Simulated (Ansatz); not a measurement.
input.yaml (Ansatz)

```yaml
crystal:
  lattice:
    - [0.0, 1.7748634845, 1.7748634845]
    - [1.7748634845, 0.0, 1.7748634845]
    - [1.7748634845, 1.7748634845, 0.0]
  atoms:
    - { symbol: Mn, position: [0.0, 0.0, 0.0], spin: 3.0 }
hamiltonian:
  xc: pbesol
  pseudopotentials:
    kind: paw
    azcp:
      Mn: "pseudopotentials/Mn.paw.azcp"
basis:
  ecutwfc: 420
  fft_grid_basis: typed
kpoints:
  mp_grid: { grid: [18, 18, 18], shift: [0, 0, 0] }
magnetization:
  spin_polarized: true
scf:
  occupations: { method: fermi_dirac, width: 0.05 }
  lower_state_search: "off"
output:
  stress: true
  write_density: true
  write_potential: true
  elf: true
  volumetric_format: npy
```

Terminal output

```
Warning: the record states the generating functional pbe (its physics header spells it `PBE`), which answers neither for hamiltonian.xc's functional nor for the pbesol family's — results may be inconsistent (PPs are generated against a specific XC)
Engine: ansatz 0.2.0, x86_64-unknown-linux-gnu
Pseudopotentials: kind: paw
Pseudopotential: Mn, paw, valence charge 15, recommended cutoff 420 eV (normal) 
Functional definition: PBEsol
  exchange = pbesol_x
  correlation = pbesol_c
Crystal: 1 atoms, lattice volume = 11.182 Å³
Basis set: ecut = 420 eV, 229 PW (Γ)
Bands: 13, of which v1, the nominal top of the filled ones, is band 8 counted from 1 (7 counted from 0)
Symmetry: 48 space group operations
Space group: Fm-3m (ITA 225), of the structure as read, at distance tolerance 2.2e-5 Å
Magnetic group: BNS 225.116 (UNI 1618), of the structure as read, at distance tolerance 2.2e-5 Å
k-points: 195 of 5832
Non-local potential: Mn, projectors of the file, l = 0: 3, l = 1: 2, l = 2: 3, l = 3: 1
PAW form: soft (Blöchl's): semilocal exchange-correlation on the pseudo side does not see the compensation charge
PAW frozen core: Mn, regenerated for the run's functional, and the local potential with it (the file was generated under x = pbe(κ = 0.804, μ = 0.2195149727645171), c = pbe(β = 0.06672455060314922))
PAW one-centre angular grid: Mn, 590 points (default); XC on 64 Gauss nodes
Initial density: superposition of atomic densities (chi_scale 0.1, normalization cell)
Starting moments: Σ|m| = 3 μB on 1 of 1 site
Initial wavefunctions: pseudopotential atomic-orbital guess
Functional: x = pbesol(κ = 0.804, μ = 0.12345679012345678), c = pbesol(β = 0.046)
SCF iter   1: F=—  HF=-3868.404836 eV  |F-HF|=—  |Δ(HF+E_count)|=         —  Δρ=1.56e-1 (↑1.56e-1 ↓6.65e-2)  dr2=9.82e-1  dr2_m=1.16e0  M=1.846 μB ∫|m|=1.855 μB  β_m=0.30  ethr=3.10e-3  ⟨swp⟩=4.3  Hψ=22936  notcnv=0
Mixer restart at iter 1: flushing history
spin-set hold released at iteration 1 (the charge has settled, or the pull on large starting moments outlasts its swing): the magnetisation degrees of freedom join the quasi-Newton model from the next iteration; the mixer history was flushed
SCF iter   2: F=—  HF=-3868.297342 eV  |F-HF|=—  |Δ(HF+E_count)|=   1.07e-1  Δρ=7.09e-2 (↑6.53e-2 ↓7.09e-2)  dr2=6.88e-3  dr2_m=4.71e-1  M=1.873 μB ∫|m|=1.882 μB  β_m=0.39  ethr=3.10e-3  ⟨swp⟩=2.7  Hψ=11338  notcnv=0  defer=251
SCF iter   3: F=—  HF=-3868.419776 eV  |F-HF|=—  |Δ(HF+E_count)|=   1.22e-1  Δρ=7.80e-2 (↑7.80e-2 ↓5.19e-2)  dr2=7.50e-2  dr2_m=4.26e-1  M=1.592 μB ∫|m|=1.606 μB  β_m=0.11  ethr=4.58e-5  ⟨swp⟩=2.7  Hψ=10290  notcnv=0  defer=251
SCF iter   4: F=—  HF=-3868.462520 eV  |F-HF|=—  |Δ(HF+E_count)|=   4.27e-2  Δρ=5.73e-2 (↑4.30e-2 ↓5.73e-2)  dr2=1.71e-2  dr2_m=2.56e-1  M=1.501 μB ∫|m|=1.515 μB  β_m=0.15  ethr=4.58e-5  ⟨swp⟩=2.8  Hψ=10674  notcnv=0  defer=251
SCF iter   5: F=—  HF=-3868.575832 eV  |F-HF|=—  |Δ(HF+E_count)|=   1.13e-1  Δρ=4.85e-2 (↑3.74e-2 ↓4.85e-2)  dr2=3.68e-2  dr2_m=1.81e-1  M=1.181 μB ∫|m|=1.212 μB  β_m=0.65  ethr=4.58e-5  ⟨swp⟩=2.7  Hψ=12285  notcnv=0  defer=220
...
SCF iter  16: F=-3868.687425 eV  HF=-3868.687425 eV  |F-HF|=5.00e-12  |Δ(HF+E_count)|=   2.08e-9  Δρ=7.76e-7 (↑5.09e-7 ↓7.76e-7)  dr2=7.62e-12  dr2_m=3.88e-11  M=0.000 μB ∫|m|=0.000 μB  β_m=0.91  ethr=1.00e-12  ⟨swp⟩=3.3  Hψ=20839  notcnv=0
SCF iter  17: F=-3868.687425 eV  HF=-3868.687425 eV  |F-HF|=1.82e-12  |Δ(HF+E_count)|=  6.64e-11  Δρ=1.32e-7 (↑1.25e-7 ↓1.32e-7)  dr2=6.99e-14  dr2_m=1.58e-12  M=0.000 μB ∫|m|=0.000 μB  ethr=1.00e-12  ⟨swp⟩=3.4  Hψ=18874  notcnv=0
WARN: the starting moments were not kept: the SCF closed with an absolute magnetisation of 6.9e-6 μB, where they sum to 3 μB in size (1 site). That is at most 0.1 of that sum. Measured as dr2_m measures the in/out step, that magnetisation stands 6.9e-11 eV from none, at or under the dr2_threshold of 1.0e-7 eV: it is no larger than a step whose dr2_m would equal this threshold. The system may hold no moment; this SCF shows only that its start led to no more than that. To try another start: raise the starting moments (crystal.atoms[].spin, magnetization.per_species, magnetization.initial_magnetization, or on a non-collinear deck that types none of these the spinor_matrix: blocks that start its atoms; where the total moment is fixed, keep their sum and leave initial_magnetization as it is; typed ones take the place of any that the run laid by itself, positive ones on a crystal's lanthanoids without a Hubbard term where scf.initial_density.shell_occupations: [] is typed) or, if the notice of its spin-set hold's release reads "site moments contracting" or "site moments show no strong build", lengthen the hold (scf.mixing.spin_hold: { on: { confirm: 4 } }; for m-r²SCAN on two components see the key's manual first). Each may lead to a state that holds a moment. A second SCF, from the converged charge density, with the starting moments and any scf.initial_density.shell_occupations laid on it anew, would have followed, and was not run: the deck does not ask for one (magnetization.retry_lost_moments is false, the default). To let it run, set magnetization.retry_lost_moments: true and run the deck again, where that key's refused combinations let it; where memory then withholds it, that run's warning says so.
SCF 1 converged in 17 iterations: F = -3868.687425 eV  dr2 = 6.99e-14
SCF converged after 17 iterations
Magnetization: 0.0000 μB (7.5000 up, 7.5000 down)
Absolute magnetization: 0.0000 μB (∫|ρ↑−ρ↓|, with the PAW one-centre terms)
Spin contamination: 0.0000 ħ² per cell (⟨S²⟩ above its minimum at these occupations)
Per-site moments (μB) at R_I (Å): [(6.674494206548185e-6, 1.0353898545955262)]
Free energy (F): -3868.687425 eV
Harris-Foulkes:  -3868.687425 eV  (|F-HF|=1.82e-12)
Internal energy: -3868.673805 eV  (E = F + TS)
E sigma→0 (E₀):  -3868.680615 eV
Entropy (-TS):   -0.013619 eV (-13.619 meV/atom)
Fermi energy:    19.231302 eV
--- Per-component energies (eV) ---
  E_band       = -171.788684
  E_kinetic    = 307.269001
  E_local      = -1602.984688  (includes V_loc(G=0)·N_el)
  E_nonlocal   = 237.598937
  E_hartree    = 662.607705
  E_xc         = -114.700832
  E_vxc        = -147.536926  (∫ρ·V_xc dr)
  E_paw        = -1266.277239  (= ΣΔE_a)
  E_vpaw       = -291.350407  (= ΣTr[D̂ρ^β])
  E_aug_tail   = -0.000009  (compensation charges beyond the density's cutoff)
  E_ewald      = -2092.356332
  E_core_change = 0.169650  (= ΣΔE_core)
  E_smearing   = -0.013619  (= −TS)
  E_closure    = 0.000000  (closes the sum)
  Σ components = -3868.687425   (vs F -3868.687425, Δ=0.00e0)
--- Stress (GPa, compression-positive) ---
      -20.046018       0.000000       0.000000
        0.000000     -20.046018      -0.000000
        0.000000       0.000000     -20.046018
  P = ⅓ Tr σ = -20.0460 GPa (-200.460 kbar)
--- Band table (eV; the first three rows and the last of 390) ---
  k-point 0 ↑: bands = ["-59.7899", "-28.2506", "-28.2506", "-28.2506", "11.0212", "18.1469", "18.1469", "18.1469", "19.7406", "19.7406", "40.2958", "45.6978", "45.6978"]
  k-point 1 ↑: bands = ["-59.7858", "-28.2717", "-28.2534", "-28.2534", "11.1481", "18.0934", "18.1865", "18.1865", "19.7200", "19.7200", "40.2665", "44.4345", "45.6622"]
  k-point 2 ↑: bands = ["-59.7742", "-28.3321", "-28.2612", "-28.2612", "11.5200", "17.9489", "18.2890", "18.2890", "19.6758", "19.6758", "39.8856", "42.5490", "45.5680"]
  k-point 194 ↓: bands = ["-59.6110", "-28.7256", "-28.6573", "-28.5014", "15.8204", "16.7852", "17.4988", "19.6014", "21.1747", "27.8828", "29.4970", "30.8731", "32.4506"]
```

Launched by

```sh
ansatz run input.yaml --threads 2 --pin off --max-ram 5120MiB --backend cpu --events-out ev --progress --plain --runs-dir out
```

On 2 threads of AMD EPYC 9R45 96-Core Processor (Zen 5) (shared host) this took about 2 s of wall time and 3.5 s of CPU time.
